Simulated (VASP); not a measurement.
# O (R-3m) in VASP: further runs

The runs below take O through single point, relaxation of the atoms, electron localisation function, with PBE, PBE+TS, PW91+D3(BJ).

All numbers are computed with VASP 6.6.1; they aren't measurements. Logs are shortened: lines on timing, memory, paths and dates and some standing lists are left out, and cuts for length are marked.

## (1) The crystal as given

The structure is trigonal, space group R-3m (No. 166). Conventional cell: a = 3.350 Å, b = 3.350 Å, c = 11.196 Å, α = 90.00°, β = 90.00°, γ = 120.00°. O (site symmetry 3m) has 1 O at 1.22 Å as nearest neighbours.

The real solid is made of molecules; this cell is a model form.

## (2) Single point, PBE

Contents of INCAR:

```
PREC     = Accurate       # precision mode
ENCUT    = 500            # plane-wave cutoff, eV
EDIFF    = 1E-6           # SCF threshold, eV
ISMEAR   = 0              # smearing method
SIGMA    = 0.05           # smearing width, eV
LREAL    = F              # projectors in reciprocal space
LASPH    = T              # aspherical terms in the spheres
NELM     = 80             # most SCF steps
ALGO     = Normal         # electronic algorithm
ISIF     = 2              # what is computed and relaxed
LWAVE    = F              # write WAVECAR
LCHARG   = F              # write CHGCAR
GGA      = PE             # functional
NBANDS   = 13             # bands
```

Contents of KPOINTS:

```
regular mesh
0
Gamma
  9 9 9
```

Contents of POSCAR:

```
O
1.0
    1.6749479049      0.9670316238      3.7319995215
   -1.6749479049      0.9670316238      3.7319995215
    0.0000000000     -1.9340632475      3.7319995215
O
2
Direct
    0.0546147200      0.0546147200      0.0546147200
    0.9453852800      0.9453852800      0.9453852800
```

Potentials or basis: VASP PAW PBE potentials, release 64 (O).

Started as:

```
cat potpaw_PBE.64/O/POTCAR > POTCAR
mpirun -np 1 vasp_std > vasp.out
```

OUTCAR:

```text
PREC = Accurate
   ENCUT = 500
   EDIFF = 1E-6
   ISMEAR = 0
   LREAL = F
   LASPH = T
   NELM = 80
   ISIF = 2
   GGA = PE

 ion  position               nearest neighbor table
   1  0.055  0.055  0.055-   2 1.22
   2  0.945  0.945  0.945-   1 1.22

  LATTYP: Found a trigonal (rhomboedric) cell.
 ALAT       =     4.2033820995
 COS(alpha) =     0.6824333683

  Lattice vectors:

 A1 = (   1.6749479049,   0.9670316238,   3.7319995215)
 A2 = (  -1.6749479049,   0.9670316238,   3.7319995215)
 A3 = (   0.0000000000,  -1.9340632475,   3.7319995215)

Analysis of symmetry for initial positions (statically):
=====================================================================
 Subroutine PRICEL returns:
 Original cell was already a primitive cell.

 Routine SETGRP: Setting up the symmetry group for a
 trigonal (rhombohedral) supercell.

 Subroutine GETGRP returns: Found 12 space group operations
 (whereof 12 operations were pure point group operations)
 out of a pool of 12 trial point group operations.

The static configuration has the point symmetry D_3d.

Analysis of symmetry for dynamics (positions and initial velocities):
=====================================================================
 Subroutine PRICEL returns:
 Original cell was already a primitive cell.

 Routine SETGRP: Setting up the symmetry group for a
 trigonal (rhombohedral) supercell.

 Subroutine GETGRP returns: Found 12 space group operations
 (whereof 12 operations were pure point group operations)
 out of a pool of 12 trial point group operations.

The dynamic configuration has the point symmetry D_3d.

 Subroutine INISYM returns: Found 12 space group operations
 (whereof 12 operations are pure point group operations),
 and found     1 'primitive' translations

----------------------------------------------------------------------------------------

                                     Primitive cell

  volume of cell :      36.2689

  direct lattice vectors                    reciprocal lattice vectors
     1.674947905  0.967031624  3.731999522     0.298516747  0.172348724  0.089317625
    -1.674947905  0.967031624  3.731999522    -0.298516747  0.172348724  0.089317625
     0.000000000 -1.934063247  3.731999522     0.000000000 -0.344697449  0.089317625

  length of vectors
     4.203382099  4.203382099  4.203382099     0.356081408  0.356081408  0.356081408

  position of ions in fractional coordinates (direct lattice)
[... 89 lines left out ...]
   PSTRESS=    0.0 pullay stress
   NELECT =      12.0000    total number of electrons
   NUPDOWN=      -1.0000    fix difference up-down
   EMIN   =  10.00;   EMAX   =-10.00  energy-range for DOS
   EFERMI =   0.00;   METHOD = LEGACY
   ISMEAR =     0;   SIGMA  =   0.05  broadening in eV -4-tet -1-fermi 0-gaus
   EFERMI_NEDOS =   21; number of points for ismear=-14 and -15
   IALGO  =     38    algorithm
   IMIX   =      4    mixing-type and parameters
     AMIX     =   0.40;   BMIX     =  1.00
     AMIX_MAG =   1.60;   BMIX_MAG =  1.00
  volume/ion in A,a.u.               =      18.13       122.38
  Fermi-wavevector in a.u.,A,eV,Ry     =   1.132288  2.139714 17.443710  1.282077
  Thomas-Fermi vector in A             =   2.268989
   LORBIT       =      0    0 simple, 1 ext, 2 COOP (PROOUT), +10 PAW based schemes
   GGA     = PE    functional components
   LHFCALC =     F    Hartree Fock is set to
   AEXX    =    0.0000 exact exchange contribution
   IVDW    =     0    specifies the selected vdW correction
   LEPSILON=     F    determine dielectric tensor
   LRPA    =     F    only Hartree local field effects (RPA)
 non-spin polarized calculation
 Gauss-broadening in eV      SIGMA  =   0.05
  energy-cutoff  :      500.00
  volume of cell :       36.27
 maximum number of plane-waves:       935
   NGX = 15   NGY = 15   NGZ = 15

 number of electron      11.9999996 magnetization

 Free energy of the ion-electron system (eV)
  ---------------------------------------------------
  ext. energy  EPLUGINS =         0.00000000
  ---------------------------------------------------
  free energy    TOTEN  =        -9.13500342 eV

  energy without entropy =       -9.12838607  energy(sigma->0) =       -9.13169474

 E-fermi :  -2.0724     XC(G=0):  -7.2573

 val. band max:       -2.0763428469   @ k =  -0.3333   0.3333   0.1111
 cond. band min:      -2.0695376904   @ k =   0.2222   0.0000   0.0000
 fundamental gap:      0.0068051565
 Fermi energy:        -2.0723867236

 k-point     1 :       0.0000    0.0000    0.0000
  band No.  band energies     occupation
      1     -28.5733      2.00000
      2     -15.8986      2.00000
      3      -9.8621      2.00000
      4      -8.3950      2.00000
      5      -8.3950      2.00000
      6      -1.8670      0.00000
      7      -1.8670      0.00000
      8       4.3626      0.00000
      9       8.2333      0.00000
     10      11.3467      0.00000
     11      13.5250      0.00000
     12      15.9066      0.00000
     13      15.9066      0.00000
[... 354 lines left out ...]
  band No.  band energies     occupation
      1     -28.4791      2.00000
      2     -16.0262      2.00000
      3      -9.2444      2.00000
      4      -9.0281      2.00000
      5      -8.6471      2.00000
      6      -2.6259      2.00000
      7      -1.7801      0.00000
      8       6.5405      0.00000
      9       8.3198      0.00000
     10      10.1923      0.00000
     11      10.6970      0.00000
     12      13.4835      0.00000
     13      15.9273      0.00000

 [... further k-points ...]

------------------------ aborting loop because EDIFF is reached ----------------------------------------

  FORCE on cell =-STRESS in cart. coord.  units (eV):
  Direction    XX          YY          ZZ          XY          YZ          ZX
  --------------------------------------------------------------------------------------
  -------------------------------------------------------------------------------------
  Total       -0.8998391     -0.8998391      0.7877048      0.0000000      0.0000000      0.0000000
  in kB      -39.7503186    -39.7503186     34.7967960      0.0000000      0.0000000      0.0000000
  external PRESSURE =     -14.9012804 kB  Pullay stress =       0.0000000 kB

 VOLUME and BASIS-vectors are now :
 -----------------------------------------------------------------------------
  energy-cutoff  :      500.00
  volume of cell :       36.27
      direct lattice vectors                 reciprocal lattice vectors
     1.674947905  0.967031624  3.731999522     0.298516747  0.172348724  0.089317625
    -1.674947905  0.967031624  3.731999522    -0.298516747  0.172348724  0.089317625
     0.000000000 -1.934063247  3.731999522     0.000000000 -0.344697449  0.089317625

 POSITION                                       TOTAL-FORCE (eV/Angst)
 -----------------------------------------------------------------------------------
      0.00000      0.00000      0.61147         0.000000      0.000000      0.748329
      0.00000      0.00000     10.58453         0.000000     -0.000000     -0.748329
 -----------------------------------------------------------------------------------
    total drift:                               -0.000000     -0.000000      0.000000

  FREE ENERGIE OF THE ION-ELECTRON SYSTEM (eV)
  ---------------------------------------------------
  free  energy   TOTEN  =        -9.1350034165 eV

  energy  without entropy=       -9.1283860719  energy(sigma->0) =       -9.13169474
```

OSZICAR:

```text
N       E                     dE             d eps       ncg     rms          rms(c)
DAV:   1     0.407438617407E+02    0.40744E+02   -0.57991E+03  2234   0.785E+02
DAV:   2    -0.758298904820E+01   -0.48327E+02   -0.46702E+02  2932   0.170E+02
DAV:   3    -0.941086095193E+01   -0.18279E+01   -0.17831E+01  2510   0.316E+01
DAV:   4    -0.941864498047E+01   -0.77840E-02   -0.77790E-02  2535   0.244E+00
DAV:   5    -0.941868408012E+01   -0.39100E-04   -0.39099E-04  2577   0.165E-01    0.445E+00
DAV:   6    -0.918154441472E+01    0.23714E+00   -0.20240E-01  2500   0.413E+00    0.234E+00
DAV:   7    -0.913252404197E+01    0.49020E-01   -0.18824E-01  2640   0.385E+00    0.461E-01
DAV:   8    -0.913490248835E+01   -0.23784E-02   -0.17319E-02  2250   0.105E+00    0.900E-02
DAV:   9    -0.913499071147E+01   -0.88223E-04   -0.11926E-04  2706   0.105E-01    0.276E-02
DAV:  10    -0.913500204667E+01   -0.11335E-04   -0.25343E-05  2280   0.420E-02    0.101E-02
DAV:  11    -0.913500371926E+01   -0.16726E-05   -0.51639E-06  2425   0.202E-02    0.525E-03
DAV:  12    -0.913500341654E+01    0.30272E-06   -0.10184E-06  2085   0.914E-03
   1 F= -.91350034E+01 E0= -.91316947E+01  d E =-.661734E-02
```

It took 22 s on 1 thread of AMD EPYC 9R45 (Zen 5), shared host; peak memory 0.14 GiB.

What came out:

- Free energy: -9.1350 eV
- Pressure: -1.5 GPa
- Largest force: 0.748 eV/Å
- Band gap on the k mesh: none (metal or under the smearing width)

Forces on the atoms (eV/Å):
```
O    0.000  0.000  0.748
O    0.000  0.000 -0.748
```

Levels at points of the mesh, in eV from the Fermi level:
| k point | band 4 | band 5 | band 6 | band 7 | band 8 | band 9 |
| --- | --- | --- | --- | --- | --- | --- |
| (0.00, 0.00, 0.00) | -6.32 | -6.32 | 0.21 | 0.21 | 6.43 | 10.31 |

Caveat: the standard files for N, O and F lose accuracy on very short bonds; spin is off for a triplet molecule.

## (3) Single point, PBE

Contents of run.py:

```python
from ase import Atoms
from ase.calculators.vasp import Vasp
from ase.dft.bandgap import bandgap

atoms = Atoms(
    ['O', 'O'],
    cell=[[1.6749479049, 0.9670316238, 3.7319995215], [-1.6749479049, 0.9670316238, 3.7319995215], [0.0, -1.9340632475, 3.7319995215]],
    scaled_positions=[[0.05461472, 0.05461472, 0.05461472], [0.94538528, 0.94538528, 0.94538528]],
    pbc=True,
)
calc = Vasp(
    directory='calc',
    xc='pbe',
    pp='PBE',
    setups='minimal',
    prec='Accurate',
    encut=500,
    ediff=1e-06,
    ismear=0,
    sigma=0.05,
    lreal=False,
    lasph=True,
    nelm=100,
    algo='Normal',
    isif=2,
    lwave=False,
    lcharg=False,
    kpts=[9, 9, 9],
    gamma=True,
)
atoms.calc = calc

print('energy (eV):', atoms.get_potential_energy())
print('free energy (eV):', atoms.get_potential_energy(force_consistent=True))
print('forces (eV/A):')
print(atoms.get_forces())
print('stress (eV/A^3, Voigt):', atoms.get_stress())
print('Fermi level (eV):', calc.get_fermi_level())
gap, top, bottom = bandgap(calc)
print('band gap (eV):', gap, 'from (spin, k, band)', top, 'to', bottom)
```

Potentials or basis: VASP PAW PBE potentials, release 64 (O).

Started as:

```
python run.py
```

Wall time 22 s (1 thread of AMD EPYC 9R45 (Zen 5), shared host); peak memory 0.14 GiB.

Results (log left out):

```
Free energy            : -9.1350 eV
Pressure               : -1.5 GPa
Largest force          : 0.747 eV/Å
Band gap on the k mesh : none (metal or under the smearing width)
```

Forces on the atoms (eV/Å):
```
O    0.000  0.000  0.747
O    0.000  0.000 -0.747
```

Stress tensor (GPa, compression positive):
```
-3.97  0.00  0.00
 0.00 -3.97  0.00
 0.00  0.00  3.49
```

Levels at points of the mesh, in eV from the Fermi level:
```tsv
k point	band 3	band 4	band 5	band 6	band 7	band 8	band 9	band 10
(0.00, 0.00, 0.00)	-7.79	-6.32	-6.32	0.21	0.21	6.44	10.31	13.42
```

Caveat: the standard files for N, O and F lose accuracy on very short bonds; spin is off for a triplet molecule.

## (4) Relaxation of the atoms, PBE+TS (cell strained at random at fixed volume)

Contents of run.py:

```python
from ase.calculators.vasp import Vasp
from ase.io import read
from ase.optimize import FIRE

atoms = read('O.cif')
calc = Vasp(
    directory='calc',
    xc='pbe',
    pp='PBE',
    setups='minimal',
    prec='Accurate',
    encut=500,
    ediff=1e-07,
    ismear=-1,
    sigma=0.1,
    lreal=False,
    lasph=True,
    nelm=60,
    algo='Normal',
    isif=2,
    lwave=True,
    lcharg=False,
    ivdw=2,
    kpts=[9, 10, 9],
    gamma=True,
)
atoms.calc = calc
opt = FIRE(atoms, trajectory='relax.traj')
converged = opt.run(fmax=0.02, steps=40)
print('converged:', converged)

print('energy (eV):', atoms.get_potential_energy())
print('free energy (eV):', atoms.get_potential_energy(force_consistent=True))
print('forces (eV/A):')
print(atoms.get_forces())
print('stress (eV/A^3, Voigt):', atoms.get_stress())
print('Fermi level (eV):', calc.get_fermi_level())
print('cell (A, degrees):', atoms.cell.cellpar())
print('volume (A^3):', atoms.get_volume())
print('scaled positions:')
print(atoms.get_scaled_positions())
```

Contents of O.cif:

```cif
data_O
_cell_length_a 4.25345059
_cell_length_b 4.21363509
_cell_length_c 4.18379818
_cell_angle_alpha 46.13526933
_cell_angle_beta 47.84294386
_cell_angle_gamma 46.17440987
_space_group_name_H-M_alt 'P1'
_space_group_name_Hall 'P 1'
_space_group_IT_number 1
loop_
_space_group_symop_operation_xyz
'x,y,z'
loop_
_atom_site_label
_atom_site_type_symbol
_atom_site_symmetry_multiplicity
_atom_site_Wyckoff_symbol
_atom_site_fract_x
_atom_site_fract_y
_atom_site_fract_z
_atom_site_occupancy
O1 O 1 a 0.0546147200 0.0546147200 0.0546147200 1
O2 O 1 a 0.9453852800 0.9453852800 0.9453852800 1
```

Started as:

```
python run.py
```

It took 15 min on 1 thread of AMD EPYC 9R45 (Zen 5), shared host; peak memory 0.22 GiB.

Results (log left out):

- Free energy: -9.3137 eV
- Energy gained by relaxing: 0.5 meV/atom
- Ionic steps: 23
- Pressure after relaxing: -2.7 GPa
- Largest force after relaxing: 0.018 eV/Å
- Band gap on the k mesh: none (metal or under the smearing width)
- Dispersion energy per atom: -0.047 eV

Forces on the atoms (eV/Å):
```
O   -0.013 -0.008  0.009
O    0.013  0.008 -0.009
```

Stress tensor (GPa, compression positive):
```
-1.42  1.02  0.69
 1.02 -3.30  0.55
 0.69  0.55 -3.33
```

The path:
| step | energy change (eV) | largest force (eV/Å) | pressure (GPa) |
| --- | --- | --- | --- |
| 1 | 0.0000 | 0.3374 | -2.07 |
| 2 | -0.0006 | 0.1472 | -2.93 |
| 3 | -0.0007 | 0.0985 | -2.83 |
| 4 | -0.0008 | 0.0297 | -2.68 |
| 5 | -0.0007 | 0.0777 | -2.54 |
| 6 | -0.0008 | 0.0712 | -2.55 |
| 7 | -0.0008 | 0.0599 | -2.57 |
| 8 | -0.0008 | 0.0452 | -2.60 |
| 9 | -0.0008 | 0.0313 | -2.63 |
| 10 | -0.0008 | 0.0268 | -2.67 |
| 11 | -0.0008 | 0.0342 | -2.70 |
| 12 | -0.0008 | 0.0429 | -2.72 |
| 13 | -0.0008 | 0.0480 | -2.73 |
| 14 | -0.0008 | 0.0467 | -2.74 |
| 15 | -0.0008 | 0.0386 | -2.72 |
| 16 | -0.0009 | 0.0264 | -2.69 |
| 17 | -0.0009 | 0.0251 | -2.65 |
| 18 | -0.0009 | 0.0356 | -2.61 |
| 19 | -0.0009 | 0.0369 | -2.61 |
| 20 | -0.0010 | 0.0238 | -2.64 |
| 21 | -0.0010 | 0.0221 | -2.70 |
| 22 | -0.0010 | 0.0320 | -2.72 |
| 23 | -0.0010 | 0.0179 | -2.68 |

Final structure:
```xyz
2
Lattice="4.2535 0.0000 0.0000 2.9178 3.0399 0.0000 2.8080 1.3234 2.8050" Properties=species:S:1:pos:R:3 pbc="T T T"
O     0.5464    0.2371    0.1599
O     9.4329    4.1262    2.6451
```

Levels at points of the mesh, in eV from the Fermi level:
```csv
k point,band 4,band 5,band 6,band 7,band 8,band 9
"(0.00, 0.00, 0.00)",-6.14,-6.09,0.21,0.26,6.53,10.06
"(0.00, 0.50, 0.00)",-7.08,-6.33,-0.24,-0.04,9.05,10.80
```

Caveat: atom-pairwise D2, TS and ULG terms overbind metals; the standard files for N, O and F lose accuracy on very short bonds; spin is off for a triplet molecule; pairwise dispersion overbinds metals, which lowers pressure and volume.

## (5) Electron localisation function, PW91+D3(BJ), collinear spin, ferromagnetic start

Contents of INCAR:

```
  PREC = Accurate
  ENCUT = 700
  EDIFF = 1E-6
  ISMEAR = 0
  SIGMA = 0.01
  LREAL = F
  LASPH = T
  NELM = 100
  ALGO = Fast
  ISIF = 2
  LWAVE = F
  LCHARG = T
  ISPIN = 2
  MAGMOM = 0.5 0.5
  LORBIT = 11
  GGA = 91
  IVDW = 12
  VDW_S6 = 1.0
  VDW_S8 = 1.9598
  VDW_A1 = 0.6319
  VDW_A2 = 4.5718
  LELF = T
  ISYM = 1
```

Contents of KPOINTS:

```
Automatic mesh
0
Gamma
  9 9 9
```

Contents of POSCAR:

```
O
4.2034
    0.398474545582      0.230059386164      0.887852576843
   -0.398474545582      0.230059386164      0.887852576843
    0.000000000000     -0.460118772303      0.887852576843
O
2
Direct
    0.0546147200      0.0546147200      0.0546147200
    0.9453852800      0.9453852800      0.9453852800
```

Potentials or basis: VASP PAW PBE potentials, release 54 (O).

Started as:

```
cat potpaw_PBE.54/O/POTCAR > POTCAR
mpirun -np 1 vasp_std > vasp.out
```

Run time: 99 s. Hardware: 1 thread of AMD EPYC 9R45 (Zen 5), shared host; peak memory 0.25 GiB.

The run converged. Its results:

| Item | Value |
| --- | --- |
| Free energy | -9.8806 eV |
| Pressure | 2.0 GPa |
| Largest force | 0.789 eV/Å |
| Band gap on the k mesh | 1.19 eV, indirect (least direct gap 1.24 eV) |
| Net moment | 2.00 μB per cell |
| Site moments | O +0.81 μB |
| Valence electrons inside the program's atomic spheres | O 4.90 |
| Dispersion energy per atom | -0.036 eV |

Forces in eV/Å, atoms in the order of the input:
```
O    0.000  0.000  0.789
O    0.000  0.000 -0.789
```

Stress tensor (GPa, compression positive):
```
0.63 0.00 0.00
0.00 0.63 0.00
0.00 0.00 4.59
```

Levels at points of the mesh, in eV from the valence-band top:
Spin up:
```csv
k point,band 5,band 6,band 7,band 8,band 9,band 10
"(0.00, 0.00, 0.00)",-6.48,-0.14,-0.14,6.89,10.47,13.94
```
Spin down:
```
           k point  band 3  band 4  band 5  band 6  band 7  band 8
(0.00, 0.00, 0.00)   -6.65   -4.65   -4.65    2.08    2.08    7.29
```

Caveat: the standard files for N, O and F lose accuracy on very short bonds; the PAW data sets were made with another functional, which shifts forces and pressure a little; an odd mesh through Γ misses points on the zone boundary, where band edges often lie.

## (6) The reference run

An earlier run on the cell as given: functional PBE; potentials or basis VASP PAW PBE potentials, release 64 (O); cutoff 520 eV; k mesh 9 × 9 × 9; occupations fermi-dirac, width 0.05 eV; no spin polarisation.

* Pressure: -1.2 GPa
* Largest force: 0.744 eV/Å
* Band gap on the k mesh: none (metal or under the smearing width)

## (7) Overview

| task | level | potentials or basis | spin | cell | k mesh | cutoff (eV) | smearing | optimiser | other keys | gap on the mesh (eV) | pressure (GPa) | largest force (eV/Å) |
| --- | --- | --- | --- | --- | --- | --- | --- | --- | --- | --- | --- | --- |
| single point | PBE | VASP PAW PBE potentials, release 64 (O) | off | as given | 9 × 9 × 9 | 500 | gaussian 0.05 eV | - | - | none | -1.5 | 0.75 |
| relaxation of the atoms | PBE+TS | VASP PAW PBE potentials, release 64 (O) | off | atoms relaxed from: cell strained at random at fixed volume | 9 × 10 × 9 | 500 | fermi-dirac 0.1 eV | FIRE | - | none | -2.7 | 0.02 |
| electron localisation function | PW91+D3(BJ) | VASP PAW PBE potentials, release 54 (O) | collinear, ferromagnetic start | as given | 9 × 9 × 9 | 700 | gaussian 0.01 eV | - | ISYM = 1; ENCUT = 700 | 1.19 | 2.0 | 0.79 |
| single point | PBE | VASP PAW PBE potentials, release 64 (O) | off | as given | 9 × 9 × 9 | 520 | fermi-dirac 0.05 eV | - | - | none | -1.2 | 0.74 |

Caveats: the standard files for N, O and F lose accuracy on very short bonds; spin is off for a triplet molecule (some runs); atom-pairwise D2, TS and ULG terms overbind metals (some runs); pairwise dispersion overbinds metals, which lowers pressure and volume (some runs); the PAW data sets were made with another functional, which shifts forces and pressure a little (some runs); an odd mesh through Γ misses points on the zone boundary, where band edges often lie (some runs).

Total energies depend on the potentials used, so only differences within one code and one set of settings carry meaning.
